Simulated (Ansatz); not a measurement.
# SiNi2: the cost of one run

Program: Ansatz 0.2.0. Level of theory: DFT PBEsol, scalar-relativistic, plane waves, PAW. These are calculated values, not measurements.

2 further runs of the same task are left out: 1 that didn't finish, 1 set aside as unsound or not needed.

### Step 1. Starting point

Symmetry: P6_3/mmc, No. 194, hexagonal system. The conventional cell has a = 3.868 Å, b = 3.868 Å, c = 4.917 Å, α = 90.00°, β = 90.00°, γ = 120.00°. Si (site symmetry -6m2) has 11 Ni at 2.23 to 2.55 Å in its first shell of neighbours. Ni (site symmetry -3m) is surrounded by 8 Ni at 2.46 to 2.55 Å and 6 Si at 2.55 Å. Ni (site symmetry -6m2) has 5 Si at 2.23 to 2.46 Å and 6 Ni at 2.55 Å in its first shell of neighbours.

Coordinates:

```
Si Ni
1.0
     3.86846    0.00000    0.00000
    -1.93423    3.35019    0.00000
     0.00000    0.00000    4.91699
Si Ni
2 4
Direct
  0.33333 0.66667 0.75000
  0.66667 0.33333 0.25000
  0.00000 0.00000 0.00000
  0.00000 0.00000 0.50000
  0.33333 0.66667 0.25000
  0.66667 0.33333 0.75000
```

It is the result of an earlier relaxation at this level (volume 10.62 Å³/atom; gap on the mesh: none (metal)).

### Step 2. The bulk in the cell of the plane

File input.yaml:

```yaml
crystal:
  lattice:
    - [3.8684636528, 0.0, 0.0]
    - [-1.9342318264, 3.350187797, 0.0]
    - [0.0, 0.0, 4.9169852583]
  atoms:
    - { symbol: Si, position: [0.3333333333, 0.6666666667, 0.75] }
    - { symbol: Si, position: [0.6666666667, 0.3333333333, 0.25] }
    - { symbol: Ni, position: [0.0, 0.0, 0.0] }
    - { symbol: Ni, position: [0.0, 0.0, 0.5] }
    - { symbol: Ni, position: [0.3333333333, 0.6666666667, 0.25] }
    - { symbol: Ni, position: [0.6666666667, 0.3333333333, 0.75] }
basis:
  ecutwfc: 420
kpoints:
  mp_grid: { grid: [9, 9, 7] }
hamiltonian:
  xc: pbesol
scf:
  occupations: { method: gaussian, width: 0.1 }
output:
  forces: true
  stress: true
  eigenvalues: true
```

Started as:

```sh
$ ansatz run input.yaml --threads 4 --pin off --max-ram 10240MiB --backend cpu --events-out ev --progress --plain --runs-dir out
```

What time and memory should one allow on 4 threads of Intel Xeon 6975P-C (Granite Rapids), shared host?

About 1.1 s, with a peak of 0.47 GiB.
